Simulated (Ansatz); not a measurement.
Geometry optimisation in Ansatz: input, command and trajectory.

```yaml
crystal:
  lattice:
    - [1.6261878774, 0.9388800088, 5.2186528604]
    - [-1.6261878774, 0.9388800088, 5.2186528604]
    - [0.0, -1.8777600175, 5.2186528604]
  atoms:
    - { symbol: Hf, position: [0.2460824126, 0.2460824126, 0.2460824126] }
    - { symbol: Hf, position: [0.7539175874, 0.7539175874, 0.7539175874] }
    - { symbol: C, position: [0.5, 0.5, 0.5] }
basis:
  ecutwfc: 420
kpoints:
  mp_grid: { grid: [18, 18, 18] }
hamiltonian:
  xc: pbesol
scf:
  occupations: { method: gaussian, width: 0.1 }
output:
  forces: true
  stress: true
  eigenvalues: true
relax:
  adjacent_minimum: "off"
  f_tol: 0.01
  max_steps: 60
  cell: { stress_tol: 0.1 }
```

```bash
ansatz run input.yaml --threads 1 --pin off --max-ram 2560MiB --backend cpu --events-out ev --progress --plain --runs-dir out
```

Theory: DFT PBEsol, scalar-relativistic, plane waves, PAW in Ansatz 0.2.0.

Of 5 frames 4 are shown, positions in Å and forces in eV/Å; the SCF threshold varies from step to step. Steps run on the plane waves of an earlier cell, with a Pulay correction in the pressure. The basis is chosen afresh for the last frame, the zero of the energies, and at times for earlier ones too; energy and pressure step there, also at an unchanged geometry. The mark taken_back stands on steps that the optimiser undid.

```xyz
3
Lattice="1.6262 0.9389 5.2187 -1.6262 0.9389 5.2187 0.0000 -1.8778 5.2187" Properties=species:S:1:pos:R:3:forces:R:3 pbc="T T T" step=1 free_energy_over_end_meV_per_atom=0.07 pressure_GPa=-0.02
Hf    0.0000    0.0000    3.8527    0.0000    0.0000    0.0006
Hf    0.0000    0.0000   11.8033    0.0000    0.0000   -0.0006
C     0.0000    0.0000    7.8280    0.0000    0.0000    0.0000
3
Lattice="1.6291 0.9406 5.1714 -1.6291 0.9406 5.1714 0.0000 -1.8811 5.1714" Properties=species:S:1:pos:R:3:forces:R:3 pbc="T T T" step=2 free_energy_over_end_meV_per_atom=0.48 pressure_GPa=0.47 taken_back
Hf    0.0000    0.0000    3.8252    0.0000    0.0000   -0.0590
Hf    0.0000    0.0000   11.6891    0.0000    0.0000    0.0590
C     0.0000    0.0000    7.7571    0.0000    0.0000    0.0000
3
Lattice="1.6296 0.9408 5.2047 -1.6296 0.9408 5.2047 0.0000 -1.8817 5.2047" Properties=species:S:1:pos:R:3:forces:R:3 pbc="T T T" step=3 free_energy_over_end_meV_per_atom=0.09 pressure_GPa=-0.18
Hf    0.0000    0.0000    3.8407    0.0000    0.0000    0.0335
Hf    0.0000    0.0000   11.7734    0.0000    0.0000   -0.0335
C     0.0000    0.0000    7.8071    0.0000    0.0000    0.0000
3
Lattice="1.6278 0.9398 5.2058 -1.6278 0.9398 5.2058 0.0000 -1.8796 5.2058" Properties=species:S:1:pos:R:3:forces:R:3 pbc="T T T" step=5 free_energy_over_end_meV_per_atom=0.00 pressure_GPa=0.02
Hf    0.0000    0.0000    3.8440    0.0000    0.0000    0.0004
Hf    0.0000    0.0000   11.7733    0.0000    0.0000   -0.0004
C     0.0000    0.0000    7.8086    0.0000    0.0000    0.0000
```

Time: 2.8 min on 1 thread of AMD EPYC 7R13 Processor (Zen 3) (shared host), peak memory 0.98 GiB.

Spin–orbit coupling is left out, which can shift energies with elements as heavy as these.